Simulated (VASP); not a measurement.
# Pd (Im-3m) in VASP: notebook

The runs below take Pd through single point, with PBE.

All numbers are computed with VASP 6.6.1; they aren't measurements. Logs are shortened: lines on timing, memory, paths and dates and some standing lists are left out, and cuts for length are marked.

### Step 1. The structure

The structure is cubic, space group Im-3m (No. 229). Conventional cell: a = 3.145 Å, b = 3.145 Å, c = 3.145 Å, α = 90.00°, β = 90.00°, γ = 90.00°. Around Pd (site symmetry m-3m) lie 8 Pd at 2.72 Å.

This isn't the form of Pd at room conditions, which is fcc.

### Step 2. Single point, PBE

File INCAR:

```
SYSTEM = Pd
PREC = Accurate ; ENCUT = 460
EDIFF = 1E-6 ; ISMEAR = 0
SIGMA = 0.02 ; LREAL = .FALSE.
LASPH = .TRUE. ; NELM = 100
ALGO = Normal ; ISIF = 2
LWAVE = .FALSE. ; LCHARG = .FALSE.
GGA = PE ; ADDGRID = .FALSE.
```

File KPOINTS:

```
Automatic mesh
0
G
  11 11 11
  0 0 0
```

File POSCAR:

```
Pd
1.0
   -1.5345420000      1.5703810000      1.5719130000
    1.5565800000     -1.5514420000      1.5750130000
    1.5718420000      1.5887420000     -1.5529740000
Pd
1
Direct
    0.0275280000      0.0634310000      0.0341390000
```

Potentials or basis: VASP PAW PBE potentials, release 64 (Pd).

On the command line:

```bash
> cat potpaw_PBE.64/Pd/POTCAR > POTCAR
> mpirun -np 1 vasp_std > vasp.out
```

OUTCAR:

```text
SYSTEM = Pd
   PREC = Accurate
   ENCUT = 460
   EDIFF = 1E-6
   ISMEAR = 0
   LREAL = .FALSE.
   LASPH = .TRUE.
   NELM = 100
   ISIF = 2
   GGA = PE

 Found    666 irreducible k-points:

 Following reciprocal coordinates:
            Coordinates               Weight
  0.000000  0.000000  0.000000      1.000000
  0.090909  0.000000  0.000000      2.000000
  0.181818  0.000000 -0.000000      2.000000
  0.272727  0.000000  0.000000      2.000000
  0.363636  0.000000  0.000000      2.000000
  0.454545  0.000000  0.000000      2.000000
   k-points           NKPTS =    666   k-points in BZ     NKDIM =    666   number of bands    NBANDS=      9
   number of dos      NEDOS =    301   number of ions     NIONS =      1
   total plane-waves  NPLWV =   8000
   dimension x,y,z NGX =    20 NGY =   20 NGZ =   20
   dimension x,y,z NGXF=    40 NGYF=   40 NGZF=   40
   ions per type =               1
   NGX,Y,Z   is equivalent  to a cutoff of  12.31, 12.30, 12.22 a.u.
   NGXF,Y,Z  is equivalent  to a cutoff of  24.63, 24.59, 24.43 a.u.
 SYSTEM =  Pd
   PREC   = accura    normal or accurate (medium, high low for compatibility)
   ISTART =      0    job   : 0-new  1-cont  2-samecut
   ICHARG =      2    charge: 1-file 2-atom 10-const
   ISPIN  =      1    spin polarized calculation?
   LNONCOLLINEAR =      F non collinear calculations
   LSORBIT =      F    spin-orbit coupling
   LASPH  =      T    aspherical Exc in radial PAW
   ENCUT  =  460.0 eV  33.81 Ry    5.81 a.u.   4.72  4.73  4.76*2*pi/ulx,y,z
   NELM   =    100;   NELMIN=  2; NELMDL= -5     # of ELM steps
   EDIFF  = 0.1E-05   stopping-criterion for ELM
   LREAL  =      F    real-space projection
   EDIFFG = 0.1E-04   stopping-criterion for IOM
   NSW    =      0    number of steps for IOM
   IBRION =     -1    ionic relax: 0-MD 1-quasi-New 2-CG
   NFREE  =      0    steps in history (QN), initial steepest desc. (CG)
   ISIF   =      2    stress and relaxation
   ISYM   =      2    0-nonsym 1-usesym 2-fastsym
   POTIM  = 0.5000    time-step for ionic-motion
   TEBEG  =    0.0;   TEEND  =   0.0 temperature during run
   PSTRESS=    0.0 pullay stress
   NELECT =      10.0000    total number of electrons
   NUPDOWN=      -1.0000    fix difference up-down
   EMIN   =  10.00;   EMAX   =-10.00  energy-range for DOS
   EFERMI =   0.00;   METHOD = LEGACY
   ISMEAR =     0;   SIGMA  =   0.02  broadening in eV -4-tet -1-fermi 0-gaus
   EFERMI_NEDOS =   21; number of points for ismear=-14 and -15
   IALGO  =     38    algorithm
   IMIX   =      4    mixing-type and parameters
     AMIX     =   0.40;   BMIX     =  1.00
     AMIX_MAG =   1.60;   BMIX_MAG =  1.00
  volume/ion in A,a.u.               =      15.55       104.92
  Fermi-wavevector in a.u.,A,eV,Ry     =   1.413160  2.670485 27.171118  1.997021
  Thomas-Fermi vector in A             =   2.534834
   LORBIT       =      0    0 simple, 1 ext, 2 COOP (PROOUT), +10 PAW based schemes
   GGA     = PE    functional components
   LHFCALC =     F    Hartree Fock is set to
   AEXX    =    0.0000 exact exchange contribution
   IVDW    =     0    specifies the selected vdW correction
   LEPSILON=     F    determine dielectric tensor
   LRPA    =     F    only Hartree local field effects (RPA)
 non-spin polarized calculation
 Gauss-broadening in eV      SIGMA  =   0.02
  energy-cutoff  :      460.00
  volume of cell :       15.55
 maximum number of plane-waves:       369
   NGX =  9   NGY =  9   NGZ =  9

 number of electron      10.0000000 magnetization

 Free energy of the ion-electron system (eV)
  ---------------------------------------------------
  ext. energy  EPLUGINS =         0.00000000
  ---------------------------------------------------
  free energy    TOTEN  =        -5.15972669 eV

  energy without entropy =       -5.15935560  energy(sigma->0) =       -5.15954115

 E-fermi :   8.9144     XC(G=0): -12.8501

 val. band max:        8.9143473315   @ k =  -0.3636  -0.3636   0.4545
 cond. band min:       8.9175567710   @ k =   0.0000  -0.2727   0.3636
 fundamental gap:      0.0032094395
 Fermi energy:         8.9144190142

 k-point     1 :       0.0000    0.0000    0.0000
  band No.  band energies     occupation
      1       2.1902      2.00000
      2       6.0531      2.00000
      3       6.1490      2.00000
      4       6.4071      2.00000
      5       8.0241      2.00000
      6       8.0869      2.00000
      7      27.9470      0.00000
      8      28.0916      0.00000
      9      28.5245      0.00000

 k-point     2 :       0.0909    0.0000    0.0000
  band No.  band energies     occupation
      1       2.4844      2.00000
      2       6.0412      2.00000
      3       6.1251      2.00000
      4       6.5550      2.00000
      5       7.9269      2.00000
      6       8.0916      2.00000
      7      27.7072      0.00000
      8      28.1094      0.00000
      9      28.7650      0.00000

 k-point     3 :       0.1818    0.0000   -0.0000
  band No.  band energies     occupation
      1       3.2651      2.00000
      2       5.8168      2.00000
      3       6.1826      2.00000
      4       7.0831      2.00000
      5       7.7732      2.00000
      6       8.1156      2.00000
      7      26.0128      0.00000
      8      27.5969      0.00000
      9      29.5969      0.00000

 k-point     4 :       0.2727    0.0000    0.0000
  band No.  band energies     occupation
      1       4.0294      2.00000
      2       5.5233      2.00000
      3       6.6401      2.00000
      4       7.7655      2.00000
      5       7.9060      2.00000
      6       8.1655      2.00000
      7      22.8465      0.00000
      8      26.2200      0.00000
      9      30.3706      0.00000

 k-point     5 :       0.3636    0.0000    0.0000
  band No.  band energies     occupation
      1       4.1526      2.00000
      2       5.2652      2.00000
      3       7.8035      2.00000
      4       8.2138      2.00000
      5       8.2294      2.00000
      6       8.7782      2.00000
      7      19.4247      0.00000
      8      24.9156      0.00000
      9      28.0531      0.00000

 k-point     6 :       0.4545    0.0000    0.0000
  band No.  band energies     occupation
      1       4.0438      2.00000
      2       5.1171      2.00000
      3       7.9452      2.00000
      4       8.2755      2.00000
      5       9.3658      0.00000
      6       9.9536      0.00000
      7      16.7479      0.00000
      8      24.1810      0.00000
      9      26.7051      0.00000

 [... further k-points ...]

------------------------ aborting loop because EDIFF is reached ----------------------------------------

  FORCE on cell =-STRESS in cart. coord.  units (eV):
  Direction    XX          YY          ZZ          XY          YZ          ZX
  --------------------------------------------------------------------------------------
  -------------------------------------------------------------------------------------
  Total       -0.0932227     -0.0783036     -0.0855055     -0.1688150     -0.0622284     -0.0866132
  in kB       -9.6068626     -8.0694083     -8.8115820    -17.3968648     -6.4128115     -8.9257397
  external PRESSURE =      -8.8292843 kB  Pullay stress =       0.0000000 kB

 VOLUME and BASIS-vectors are now :
 -----------------------------------------------------------------------------
  energy-cutoff  :      460.00
  volume of cell :       15.55
      direct lattice vectors                 reciprocal lattice vectors
    -1.534542000  1.570381000  1.571913000    -0.005977961  0.314720194  0.315918219
     1.556580000 -1.551442000  1.575013000     0.317494029 -0.005640589  0.315580949
     1.571842000  1.588742000 -1.552974000     0.315948875  0.312837667 -0.004095334

 POSITION                                       TOTAL-FORCE (eV/Angst)
 -----------------------------------------------------------------------------------
      0.11015     -0.00094      0.09016        -0.000000      0.000000     -0.000000
 -----------------------------------------------------------------------------------
    total drift:                                0.000001      0.000007      0.000004

  FREE ENERGIE OF THE ION-ELECTRON SYSTEM (eV)
  ---------------------------------------------------
  free  energy   TOTEN  =        -5.1597266898 eV

  energy  without entropy=       -5.1593556035  energy(sigma->0) =       -5.15954115
```

Run time: 77 s. Hardware: 1 thread of Intel Xeon Platinum 8375C at 2.90GHz (Ice Lake), shared host; peak memory 0.19 GiB.

The run converged, but some of its settings lie outside the range that counts as converged, so its numbers aren't taken as properties of the crystal.

Results:

```yaml
Free_energy: -5.1597 eV
Pressure: -0.9 GPa
Band_gap_on_the_k_mesh: none (metal or under the smearing width)
```

### Step 3. Single point, PBE

File INCAR:

```
SYSTEM = Pd
PREC = Low ; ENCUT = 460
EDIFF = 1E-6 ; ISMEAR = 0
SIGMA = 0.1 ; LREAL = .FALSE.
LASPH = .TRUE. ; NELM = 100
ALGO = Normal ; ISIF = 2
LWAVE = .FALSE. ; LCHARG = .FALSE.
GGA = PE ; ADDGRID = .FALSE.
```

KPOINTS is that of step 2.

File POSCAR:

```
Pd
1.0
   -1.5722810000      1.5722810000      1.5722810000
    1.5722810000     -1.5722810000      1.5722810000
    1.5722810000      1.5722810000     -1.5722810000
Pd
1
Direct
    0.0000000000      0.0000000000      0.0000000000
```

Potentials or basis: VASP PAW PBE potentials, release 64 (Pd).

On the command line:

```bash
> cat potpaw_PBE.64/Pd/POTCAR > POTCAR
> mpirun -np 1 vasp_std > vasp.out
```

It took 6.2 s on 1 thread of Intel Xeon Platinum 8375C at 2.90GHz (Ice Lake), shared host; peak memory 0.1 GiB.

The run converged, but some of its settings lie outside the range that counts as converged, so its numbers aren't taken as properties of the crystal.

What came out:

| Property | Result |
| --- | --- |
| Free energy | -5.1680 eV |
| Pressure | -1.1 GPa |
| Band gap on the k mesh | none (metal or under the smearing width) |

### Step 4. Single point, PBE

INCAR is that of step 3.

KPOINTS is that of step 3.

File POSCAR:

```
Pd
1.0
   -1.5345420000      1.5703810000      1.5719130000
    1.5565800000     -1.5514420000      1.5750130000
    1.5718420000      1.5887420000     -1.5529740000
Pd
1
Direct
    0.0275280000      0.0634310000      0.0341390000
```

On the command line:

```bash
> cat potpaw_PBE.64/Pd/POTCAR > POTCAR
> mpirun -np 1 vasp_std > vasp.out
```

It took 28 s on 1 thread of Intel Xeon Platinum 8375C at 2.90GHz (Ice Lake), shared host; peak memory 0.17 GiB.

These settings aren't checked as converged: the numbers below hold their error.

Results:

```
Free energy            : -5.1652 eV
Pressure               : -0.9 GPa
Band gap on the k mesh : none (metal or under the smearing width)
```

### Step 5. Single point, PBE

Edit INCAR of step 4 so:

```diff
@@ -1,3 +1,3 @@
 SYSTEM = Pd
-PREC = Low ; ENCUT = 460
+PREC = Normal ; ENCUT = 460
 EDIFF = 1E-6 ; ISMEAR = 0
```

KPOINTS is that of step 4.

File POSCAR:

```
Pd
1.0
   -1.5722810000      1.5722810000      1.5722810000
    1.5722810000     -1.5722810000      1.5722810000
    1.5722810000      1.5722810000     -1.5722810000
Pd
1
Direct
    0.0000000000      0.0000000000      0.0000000000
```

On the command line:

```bash
> cat potpaw_PBE.64/Pd/POTCAR > POTCAR
> mpirun -np 1 vasp_std > vasp.out
```

Run time: 4 s. Hardware: 1 thread of Intel Xeon Platinum 8375C at 2.90GHz (Ice Lake), shared host; peak memory 0.11 GiB.

The run converged, but some of its settings lie outside the range that counts as converged, so its numbers aren't taken as properties of the crystal.

What came out:

```
Free energy            : -5.1674 eV
Pressure               : -1.1 GPa
Band gap on the k mesh : none (metal or under the smearing width)
```

### Step 6. For comparison

An earlier run on the cell as given: functional PBEsol; potentials or basis VASP PAW PBE potentials, release 64 (Pd); cutoff 520 eV; k mesh 12 × 12 × 12; occupations fermi-dirac, width 0.05 eV; no spin polarisation.

- Pressure: -10.3 GPa
- Band gap on the k mesh: none (metal or under the smearing width)
